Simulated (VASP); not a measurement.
# C (Fd-3m) in VASP: a series of runs

One crystal, C, is run at these levels: LDA; tasks: single point.

All numbers are computed with VASP 6.6.1; they aren't measurements. Logs are shortened: lines on timing, memory, paths and dates and some standing lists are left out, and cuts for length are marked.

## (1) The undisturbed crystal

Symmetry: Fd-3m, No. 227, cubic system. Conventional cell: a = 3.567 Å, b = 3.567 Å, c = 3.567 Å, α = 90.00°, β = 90.00°, γ = 90.00°. Around C (site symmetry -43m) lie 4 C at 1.54 Å.

This isn't the form of C at room conditions, which is graphite.

## (2) Single point, LDA (grid = ENCUT=400 dk=0.9 cell=2x2x1 ISMEAR=0 SIGMA=0.05 LREAL=Auto EDIFF=1e-06)

Input file INCAR:

```
SYSTEM = C
PREC = Accurate
ENCUT = 400
EDIFF = 1E-6
ISMEAR = 0
SIGMA = 0.05
LREAL = Auto
LASPH = .True.
NELM = 120
ALGO = Fast
ISIF = 2
LWAVE = .False.
LCHARG = .False.
NBANDS = 24
```

Input file KPOINTS:

```
regular mesh
0
Gamma
  4 4 4
  0 0 0
```

Input file POSCAR:

```
C
1.0
    0.0000000000      3.5667400000      3.5667400000
    3.5667400000      0.0000000000      3.5667400000
    1.7833700000      1.7833700000      0.0000000000
C
8
Direct
    0.3750000000      0.3750000000      0.7500000000
    0.3750000000      0.8750000000      0.7500000000
    0.8750000000      0.3750000000      0.7500000000
    0.8750000000      0.8750000000      0.7500000000
    0.2500000000      0.2500000000      0.5000000000
    0.2500000000      0.7500000000      0.5000000000
    0.7500000000      0.2500000000      0.5000000000
    0.7500000000      0.7500000000      0.5000000000
```

Potentials or basis: VASP PAW LDA potentials, release 64 (C).

Launch:

```bash
$ cat potpaw_LDA.64/C/POTCAR > POTCAR
$ mpirun -np 1 vasp_std > vasp.out
```

OUTCAR:

```text
SYSTEM = C
   PREC = Accurate
   ENCUT = 400
   EDIFF = 1E-6
   ISMEAR = 0
   LREAL = Auto
   LASPH = .True.
   NELM = 120
   ISIF = 2

 Found     21 irreducible k-points:

 Following reciprocal coordinates:
            Coordinates               Weight
  0.000000  0.000000  0.000000      1.000000
  0.250000  0.000000  0.000000      4.000000
  0.500000  0.000000  0.000000      2.000000
  0.250000  0.250000  0.000000      2.000000
  0.500000  0.250000  0.000000      4.000000
 -0.250000  0.250000  0.000000      2.000000
   k-points           NKPTS =     21   k-points in BZ     NKDIM =     21   number of bands    NBANDS=     24
   number of dos      NEDOS =    301   number of ions     NIONS =      8
   total plane-waves  NPLWV =  20736
   dimension x,y,z NGX =    36 NGY =   36 NGZ =   16
   dimension x,y,z NGXF=    72 NGYF=   72 NGZF=   32
   ions per type =               8
   NGX,Y,Z   is equivalent  to a cutoff of  11.86, 11.86, 10.55 a.u.
   NGXF,Y,Z  is equivalent  to a cutoff of  23.73, 23.73, 21.09 a.u.
 SYSTEM =  C
   PREC   = accura    normal or accurate (medium, high low for compatibility)
   ISTART =      0    job   : 0-new  1-cont  2-samecut
   ICHARG =      2    charge: 1-file 2-atom 10-const
   ISPIN  =      1    spin polarized calculation?
   LNONCOLLINEAR =      F non collinear calculations
   LSORBIT =      F    spin-orbit coupling
   LASPH  =      T    aspherical Exc in radial PAW
   ENCUT  =  400.0 eV  29.40 Ry    5.42 a.u.   8.23  8.23  4.11*2*pi/ulx,y,z
   NELM   =    120;   NELMIN=  2; NELMDL= -5     # of ELM steps
   EDIFF  = 0.1E-05   stopping-criterion for ELM
   LREAL  =      T    real-space projection
   EDIFFG = 0.1E-04   stopping-criterion for IOM
   NSW    =      0    number of steps for IOM
   IBRION =     -1    ionic relax: 0-MD 1-quasi-New 2-CG
   NFREE  =      0    steps in history (QN), initial steepest desc. (CG)
   ISIF   =      2    stress and relaxation
   ISYM   =      2    0-nonsym 1-usesym 2-fastsym
   POTIM  = 0.5000    time-step for ionic-motion
   TEBEG  =    0.0;   TEEND  =   0.0 temperature during run
   PSTRESS=    0.0 pullay stress
   NELECT =      32.0000    total number of electrons
   NUPDOWN=      -1.0000    fix difference up-down
   EMIN   =  10.00;   EMAX   =-10.00  energy-range for DOS
   EFERMI =   0.00;   METHOD = LEGACY
   ISMEAR =     0;   SIGMA  =   0.05  broadening in eV -4-tet -1-fermi 0-gaus
   EFERMI_NEDOS =   21; number of points for ismear=-14 and -15
   IALGO  =     68    algorithm
   IMIX   =      4    mixing-type and parameters
     AMIX     =   0.40;   BMIX     =  1.00
     AMIX_MAG =   1.60;   BMIX_MAG =  1.00
  volume/ion in A,a.u.               =       5.67        38.28
  Fermi-wavevector in a.u.,A,eV,Ry     =   1.457203  2.753714 28.891161  2.123440
  Thomas-Fermi vector in A             =   2.574032
   LORBIT       =      0    0 simple, 1 ext, 2 COOP (PROOUT), +10 PAW based schemes
   GGA     = CA    functional components
   LHFCALC =     F    Hartree Fock is set to
   AEXX    =    0.0000 exact exchange contribution
   IVDW    =     0    specifies the selected vdW correction
   LEPSILON=     F    determine dielectric tensor
   LRPA    =     F    only Hartree local field effects (RPA)
 non-spin polarized calculation
 RMM-DIIS sequential band-by-band and
 Gauss-broadening in eV      SIGMA  =   0.05
  energy-cutoff  :      400.00
  volume of cell :       45.37
 maximum number of plane-waves:       844
 NGX is ok and might be reduce to    36
   NGX = 17   NGY = 17   NGZ =  9

 number of electron      32.0000001 magnetization

 Free energy of the ion-electron system (eV)
  ---------------------------------------------------
  ext. energy  EPLUGINS =         0.00000000
  ---------------------------------------------------
  free energy    TOTEN  =       -80.90116014 eV

  energy without entropy =      -80.90116014  energy(sigma->0) =      -80.90116014

 E-fermi :  10.0197     XC(G=0): -13.4985

 val. band max:        9.7508764192   @ k =   0.0000   0.0000   0.0000
 cond. band min:      13.8263281793   @ k =   0.2500   0.2500   0.0000
 fundamental gap:      4.0754517601
 Fermi energy:        10.0196944164

 k-point     1 :       0.0000    0.0000    0.0000
  band No.  band energies     occupation
      1     -11.5952      2.00000
      2      -5.7551      2.00000
      3      -5.7551      2.00000
      4      -3.6334      2.00000
      5      -3.6334      2.00000
      6      -2.8872      2.00000
[... 16 lines left out ...]
     23      18.1177      0.00000
     24      18.1212      0.00000

 k-point     2 :       0.2500    0.0000    0.0000
  band No.  band energies     occupation
      1     -11.1633      2.00000
      2      -7.8079      2.00000
      3      -5.8395      2.00000
      4      -4.5769      2.00000
      5      -2.7829      2.00000
      6      -0.8797      2.00000
[... 16 lines left out ...]
     23      18.0515      0.00000
     24      18.0558      0.00000

 k-point     3 :       0.5000    0.0000    0.0000
  band No.  band energies     occupation
      1      -9.8804      2.00000
      2      -9.8804      2.00000
      3      -5.5601      2.00000
      4      -5.5601      2.00000
      5      -0.9700      2.00000
      6      -0.9700      2.00000
[... 16 lines left out ...]
     23      17.9240      0.00000
     24      17.9240      0.00000

 k-point     4 :       0.2500    0.2500    0.0000
  band No.  band energies     occupation
      1     -11.0196      2.00000
      2      -6.6306      2.00000
      3      -6.6306      2.00000
      4      -6.5430      2.00000
      5      -1.7595      2.00000
      6      -1.7595      2.00000
[... 16 lines left out ...]
     23      17.8861      0.00000
     24      18.8364      0.00000

 k-point     5 :       0.5000    0.2500    0.0000
  band No.  band energies     occupation
      1     -10.0208      2.00000
      2      -8.8977      2.00000
      3      -7.7813      2.00000
      4      -4.8408      2.00000
      5      -1.7950      2.00000
      6       2.0226      2.00000
[... 16 lines left out ...]
     23      19.1177      0.00000
     24      19.3281      0.00000

 k-point     6 :      -0.2500    0.2500    0.0000
  band No.  band energies     occupation
      1     -10.4479      2.00000
      2      -8.2064      2.00000
      3      -8.2064      2.00000
      4      -3.0430      2.00000
      5      -1.8605      2.00000
      6       0.3657      2.00000
[... 16 lines left out ...]
     23      19.7689      0.00000
     24      19.8212      0.00000

 [... further k-points ...]

------------------------ aborting loop because EDIFF is reached ----------------------------------------

  FORCE on cell =-STRESS in cart. coord.  units (eV):
  Direction    XX          YY          ZZ          XY          YZ          ZX
  --------------------------------------------------------------------------------------
  -------------------------------------------------------------------------------------
  Total       -4.2381193     -4.2381193     -4.5410973      0.2913919      0.0000000      0.0000000
  in kB     -149.6474796   -149.6474796   -160.3455960     10.2890133      0.0000000      0.0000000
  external PRESSURE =    -153.2135184 kB  Pullay stress =       0.0000000 kB

 VOLUME and BASIS-vectors are now :
 -----------------------------------------------------------------------------
  energy-cutoff  :      400.00
  volume of cell :       45.37
      direct lattice vectors                 reciprocal lattice vectors
     0.000000000  3.566740000  3.566740000    -0.140184034  0.140184034  0.140184034
     3.566740000  0.000000000  3.566740000     0.140184034 -0.140184034  0.140184034
     1.783370000  1.783370000  0.000000000     0.280368067  0.280368067 -0.280368067

 POSITION                                       TOTAL-FORCE (eV/Angst)
 -----------------------------------------------------------------------------------
      2.67505      2.67505      2.67505        -0.000000     -0.000000     -0.029364
      4.45843      2.67505      4.45843        -0.000000     -0.000000     -0.029364
      2.67505      4.45843      4.45843        -0.000000     -0.000000     -0.029364
      4.45843      4.45843      6.24179        -0.000000     -0.000000     -0.029364
      1.78337      1.78337      1.78337         0.000000      0.000000      0.029364
      3.56674      1.78337      3.56674         0.000000      0.000000      0.029364
      1.78337      3.56674      3.56674         0.000000      0.000000      0.029364
      3.56674      3.56674      5.35011         0.000000      0.000000      0.029364
 -----------------------------------------------------------------------------------
    total drift:                               -0.000000     -0.000000      0.000000

  FREE ENERGIE OF THE ION-ELECTRON SYSTEM (eV)
  ---------------------------------------------------
  free  energy   TOTEN  =       -80.9011601357 eV

  energy  without entropy=      -80.9011601357  energy(sigma->0) =      -80.90116014
```

stdout:

```text
POSCAR found type information on POSCAR C
 POSCAR found :  1 types and       8 ions
 scaLAPACK will be used
 -----------------------------------------------------------------------------
|                                                                             |
|                                                                             |
|     You have a (more or less) 'small supercell' and for smaller cells       |
|     it is recommended to use the reciprocal-space projection scheme!        |
|     The real-space optimization is not efficient for small cells and it     |
|     is also less accurate ...                                               |
|     Therefore, set LREAL=.FALSE. in the INCAR file.                         |
|                                                                             |
 -----------------------------------------------------------------------------

 LDA part: xc-table for (Slater(with rela. corr.)+CA(PZ))
 , standard interpolation
 POSCAR, INCAR and KPOINTS ok, starting setup
 FFT: planning ... GRIDC
 FFT: planning ... GRID_SOFT
 FFT: planning ... GRID
 WAVECAR not read
 entering main loop
```

Wall time 16 s (1 thread of Intel Xeon 6975P-C (Granite Rapids), shared host); peak memory 0.13 GiB.

The run converged, but some of its settings lie outside the range that counts as converged, so its numbers aren't taken as properties of the crystal.

What came out:

```yaml
Free_energy: -80.9012 eV
Band_gap_on_the_k_mesh: 4.08 eV
```

Caveat: the k mesh is coarse (spacing up to 0.76 Å⁻¹), so the values aren't converged; the cutoff is under 1.25 times the usual one of these potentials, so pressure, stress and relaxed cells hold a basis-set (Pulay) error; the result breaks the symmetry of the cell; the real-space grid breaks the cell's symmetry a little.

## (3) Single point, LDA (grid = ENCUT=400 dk=0.6 cell=2x2x1 ISMEAR=0 SIGMA=0.05 LREAL=Auto EDIFF=1e-06)

INCAR is that of step 2.

Input file KPOINTS:

```
regular mesh
0
Gamma
  6 6 6
  0 0 0
```

POSCAR is that of step 2.

Potentials or basis: VASP PAW LDA potentials, release 64 (C).

Launch:

```bash
$ cat potpaw_LDA.64/C/POTCAR > POTCAR
$ mpirun -np 1 vasp_std > vasp.out
```

Run time: 43 s. Hardware: 1 thread of Intel Xeon 6975P-C (Granite Rapids), shared host; peak memory 0.15 GiB.

The run converged, but some of its settings lie outside the range that counts as converged, so its numbers aren't taken as properties of the crystal.

What came out:

```
Free energy            : -80.9825 eV
Band gap on the k mesh : 4.11 eV
```

Caveat: the k mesh is coarse (spacing up to 0.51 Å⁻¹), so the values aren't converged; the cutoff is under 1.25 times the usual one of these potentials, so pressure, stress and relaxed cells hold a basis-set (Pulay) error; the real-space grid breaks the cell's symmetry a little.
